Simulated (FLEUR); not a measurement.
Input of a FLEUR MaX-R8.1 (later development tree) run:

The input inp.xml:

```xml
<?xml version="1.0" encoding="UTF-8" standalone="no"?>
<fleurInput fleurInputVersion="0.39">
   <comment>
      Os                                                                                                  
   </comment>
   <calculationSetup>
      <cutoffs Kmax="4.19" Gmax="13.0" GmaxXC="13.0" numbands="0"/>
      <scfLoop itmax="60" minDistance="0.00001" maxIterBroyd="15" imix="Anderson" alpha="0.05" precondParam="0.0" spinf="2.0" sdNocoIR="T"/>
      <coreElectrons ctail="T" frcor="F" kcrel="0" coretail_lmax="0"/>
      <xcFunctional name="rpbe" relativisticCorrections="F"/>
      <magnetism jspins="1"/>
      <soc l_soc="F" theta="0.0" phi="0.0" spav="F"/>
      <expertModes spex="0" secvar="F"/>
      <geometryOptimization l_f="F" forcealpha="1.0" forcemix="BFGS" epsdisp="0.00001" epsforce="0.00001"/>
      <ldaU l_linMix="F" mixParam="0.05" spinf="1.0"/>
   </calculationSetup>
   <cell>
      <bzIntegration valenceElectrons="60.0" mode="hist" fermiSmearingEnergy="0.00183747">
         <kPointListSelection listName="default-1"/>
         <!-- k-points included here -->
         <xi:include xmlns:xi="http://www.w3.org/2001/XInclude" href="kpts.xml"> </xi:include>
      </bzIntegration>
      <!-- symmetry operations included here -->
      <xi:include xmlns:xi="http://www.w3.org/2001/XInclude" href="sym.xml"> </xi:include>
      <bulkLattice scale="1.0">
         <bravaisMatrix>
            <row-1>    5.1667001972688604     0.0000000000000000     0.0000000000000000</row-1>
            <row-2>   -2.5833500986344302     4.4744936245974056     0.0000000000000000</row-2>
            <row-3>    0.0000000000000000     0.0000000000000000     8.1630499404346200</row-3>
         </bravaisMatrix>
      </bulkLattice>
   </cell>
   <atomSpecies>
      <species name="Osmium (Os)" element="Os" atomicNumber="76">
         <mtSphere radius="2.34" gridPoints="773" logIncrement="0.017"/>
         <atomicCutoffs lmax="9" lnonsphr="7"/>
         <electronConfig flipSpins="F">
            <coreConfig>(1s1/2) (2s1/2) (2p1/2) (2p3/2) (3s1/2) (3p1/2) (3p3/2) (4s1/2) (3d3/2) (3d5/2) (4p1/2) (4p3/2) (4d3/2) (4d5/2)</coreConfig>
            <valenceConfig>(5s1/2) (5p1/2) (5p3/2) (6s1/2) (4f5/2) (4f7/2) (5d3/2) (5d5/2)</valenceConfig>
            <stateOccupation state="(5d3/2)" spinUp="1.200000" spinDown="1.200000"/>
            <stateOccupation state="(5d5/2)" spinUp="1.800000" spinDown="1.800000"/>
         </electronConfig>
         <energyParameters s="6" p="6" d="5" f="5"/>
         <lo type="SCLO" l="0" n="5" eDeriv="0"/>
         <lo type="SCLO" l="1" n="5" eDeriv="0"/>
         <lo type="SCLO" l="1" n="5" eDeriv="1"/>
         <lo type="SCLO" l="3" n="4" eDeriv="0"/>
         <lo type="SCLO" l="3" n="4" eDeriv="1"/>
         <lo type="SCLO" l="2" n="5" eDeriv="2"/>
      </species>
   </atomSpecies>
   <atomGroups>
      <atomGroup species="Osmium (Os)">
         <relPos label="                   1">-1.000/3.000 1.000/3.000 -1.000/4.000</relPos>
         <relPos label="                   2">1.000/3.000 -1.000/3.000 1.000/4.000</relPos>
         <force calculate="T" relaxXYZ="TTT"/>
      </atomGroup>
   </atomGroups>
   <output dos="F" band="F" slice="F">
      <checks vchk="F" cdinf="F"/>
      <bandDOS minEnergy="-.5*Htr" maxEnergy="0.5*Htr" sigma="0.015" storeEVData="T"/>
      <vacuumDOS vacdos="F" integ="F" star="F" nstars="0" locx1="0.0" locy1="0.0" locx2="0.0" locy2="0.0" nstm="0" tworkf="0.0"/>
      <unfoldingBand unfoldBand="F" supercellX="1" supercellY="1" supercellZ="1"/>
      <plotting iplot="0" polar="F">
         <plot TwoD="T" vec1="  1.0  0.0  0.0" vec2="  0.0  1.0  0.0" vec3="  0.0  0.0  1.0" zero="  0.0  0.0  0.0" file="plot"/>
      </plotting>
      <chargeDensitySlicing numkpt="0" minEigenval="0.0" maxEigenval="0.0" nnne="0" pallst="F"/>
      <specialOutput eonly="F"/>
      <moessbauerParams electricFieldGradient="T" isomerShift="T" coreHyperfine="T" valenceHyperfine="T"/>
      <magneticCircularDichroism mcd="F" energyLo="-10.0" energyUp="0.0"/>
   </output>
  <!-- We include the file relax.xml here to enable relaxations (see documentation) -->
  <xi:include xmlns:xi="http://www.w3.org/2001/XInclude" href="relax.xml"> <xi:fallback/> </xi:include>
</fleurInput>
```

File crystal.txt:

```
Os
&input cartesian=F /
2.7341000000  0.0000000000  0.0000000000
-1.3670500000  2.3678000565  0.0000000000
0.0000000000  0.0000000000  4.3197000000
1.8897261246
1.0 1.0 1.0

2
76 0.6666666667  0.3333333333  0.7500000000
76 0.3333333333  0.6666666667  0.2500000000

&kpt div1=11 div2=11 div3=6 gamma=T /
```

File inp.xml (bands):

```
<?xml version="1.0" encoding="UTF-8" standalone="no"?>
<fleurInput fleurInputVersion="0.39">
   <comment>
      Os                                                                                                  
   </comment>
   <calculationSetup>
      <cutoffs Kmax="4.19" Gmax="13.0" GmaxXC="13.0" numbands="0"/>
      <scfLoop itmax="60" minDistance="0.00001" maxIterBroyd="15" imix="Anderson" alpha="0.05" precondParam="0.0" spinf="2.0" sdNocoIR="T"/>
      <coreElectrons ctail="T" frcor="F" kcrel="0" coretail_lmax="0"/>
      <xcFunctional name="rpbe" relativisticCorrections="F"/>
      <magnetism jspins="1"/>
      <soc l_soc="F" theta="0.0" phi="0.0" spav="F"/>
      <expertModes spex="0" secvar="F"/>
      <geometryOptimization l_f="F" forcealpha="1.0" forcemix="BFGS" epsdisp="0.00001" epsforce="0.00001"/>
      <ldaU l_linMix="F" mixParam="0.05" spinf="1.0"/>
   </calculationSetup>
   <cell>
      <bzIntegration valenceElectrons="60.0" mode="hist" fermiSmearingEnergy="0.00183747">
         <kPointListSelection listName="path-1"/>
         <!-- k-points included here -->
         <xi:include xmlns:xi="http://www.w3.org/2001/XInclude" href="kpts.xml"> </xi:include>
      </bzIntegration>
      <!-- symmetry operations included here -->
      <xi:include xmlns:xi="http://www.w3.org/2001/XInclude" href="sym.xml"> </xi:include>
      <bulkLattice scale="1.0">
         <bravaisMatrix>
            <row-1>    5.1667001972688604     0.0000000000000000     0.0000000000000000</row-1>
            <row-2>   -2.5833500986344302     4.4744936245974056     0.0000000000000000</row-2>
            <row-3>    0.0000000000000000     0.0000000000000000     8.1630499404346200</row-3>
         </bravaisMatrix>
      </bulkLattice>
   </cell>
   <atomSpecies>
      <species name="Osmium (Os)" element="Os" atomicNumber="76">
         <mtSphere radius="2.34" gridPoints="773" logIncrement="0.017"/>
         <atomicCutoffs lmax="9" lnonsphr="7"/>
         <electronConfig flipSpins="F">
            <coreConfig>(1s1/2) (2s1/2) (2p1/2) (2p3/2) (3s1/2) (3p1/2) (3p3/2) (4s1/2) (3d3/2) (3d5/2) (4p1/2) (4p3/2) (4d3/2) (4d5/2)</coreConfig>
            <valenceConfig>(5s1/2) (5p1/2) (5p3/2) (6s1/2) (4f5/2) (4f7/2) (5d3/2) (5d5/2)</valenceConfig>
            <stateOccupation state="(5d3/2)" spinUp="1.200000" spinDown="1.200000"/>
            <stateOccupation state="(5d5/2)" spinUp="1.800000" spinDown="1.800000"/>
         </electronConfig>
         <energyParameters s="6" p="6" d="5" f="5"/>
         <lo type="SCLO" l="0" n="5" eDeriv="0"/>
         <lo type="SCLO" l="1" n="5" eDeriv="0"/>
         <lo type="SCLO" l="1" n="5" eDeriv="1"/>
         <lo type="SCLO" l="3" n="4" eDeriv="0"/>
         <lo type="SCLO" l="3" n="4" eDeriv="1"/>
         <lo type="SCLO" l="2" n="5" eDeriv="2"/>
      </species>
   </atomSpecies>
   <atomGroups>
      <atomGroup species="Osmium (Os)">
         <relPos label="                   1">-1.000/3.000 1.000/3.000 -1.000/4.000</relPos>
         <relPos label="                   2">1.000/3.000 -1.000/3.000 1.000/4.000</relPos>
         <force calculate="T" relaxXYZ="TTT"/>
      </atomGroup>
   </atomGroups>
   <output dos="F" band="T" slice="F">
      <checks vchk="F" cdinf="F"/>
      <bandDOS minEnergy="-.5*Htr" maxEnergy="0.5*Htr" sigma="0.015" storeEVData="T"/>
      <vacuumDOS vacdos="F" integ="F" star="F" nstars="0" locx1="0.0" locy1="0.0" locx2="0.0" locy2="0.0" nstm="0" tworkf="0.0"/>
      <unfoldingBand unfoldBand="F" supercellX="1" supercellY="1" supercellZ="1"/>
      <plotting iplot="0" polar="F">
         <plot TwoD="T" vec1="  1.0  0.0  0.0" vec2="  0.0  1.0  0.0" vec3="  0.0  0.0  1.0" zero="  0.0  0.0  0.0" file="plot"/>
      </plotting>
      <chargeDensitySlicing numkpt="0" minEigenval="0.0" maxEigenval="0.0" nnne="0" pallst="F"/>
      <specialOutput eonly="F"/>
      <moessbauerParams electricFieldGradient="T" isomerShift="T" coreHyperfine="T" valenceHyperfine="T"/>
      <magneticCircularDichroism mcd="F" energyLo="-10.0" energyUp="0.0"/>
   </output>
  <!-- We include the file relax.xml here to enable relaxations (see documentation) -->
  <xi:include xmlns:xi="http://www.w3.org/2001/XInclude" href="relax.xml"> <xi:fallback/> </xi:include>
</fleurInput>
```

Potentials or basis: all-electron, FLAPW.

Run with:

```bash
$ inpgen -f crystal.txt -profile fastHighL
$ # inp.xml edited to the form shown
$ fleur_MPI
$ fleur_MPI   # second run, on inp.xml (bands)
```

Question: What does it give for the band gap along the path?

Answer: None (metal or under the smearing width).

Levels at the corners of the path, in eV from the Fermi level:
```csv
point,band 26,band 27,band 28,band 29,band 30,band 31,band 32,band 33,band 34,band 35
Γ,-3.01,-2.76,-2.17,-2.17,-1.52,-1.52,0.05,1.74,1.74,9.09
M,-3.51,-2.87,-2.53,-1.83,2.11,2.68,2.80,4.49,5.78,9.27
K,-4.58,-3.40,-3.40,-1.29,1.54,1.54,2.13,5.36,5.36,7.09
Γ,-3.01,-2.76,-2.17,-2.17,-1.52,-1.52,0.05,1.74,1.74,9.09
A,-3.54,-3.20,-3.20,-3.20,-3.20,0.96,0.96,0.96,0.96,13.02
L,-5.30,-1.17,-1.17,-0.13,-0.13,2.45,2.45,3.36,3.36,9.15
H,-4.92,-3.39,-3.39,-1.32,-1.32,1.68,1.68,8.40,8.40,9.42
A,-3.54,-3.20,-3.20,-3.20,-3.20,0.96,0.96,0.96,0.96,13.02
L,-5.30,-1.17,-1.17,-0.13,-0.13,2.45,2.45,3.36,3.36,9.15
M,-3.51,-2.87,-2.53,-1.83,2.11,2.68,2.80,4.49,5.78,9.27
K,-4.58,-3.40,-3.40,-1.29,1.54,1.54,2.13,5.36,5.36,7.09
H,-4.92,-3.39,-3.39,-1.32,-1.32,1.68,1.68,8.40,8.40,9.42
```

Caveat: spin-orbit coupling is left out, which moves the levels of the heavy elements.
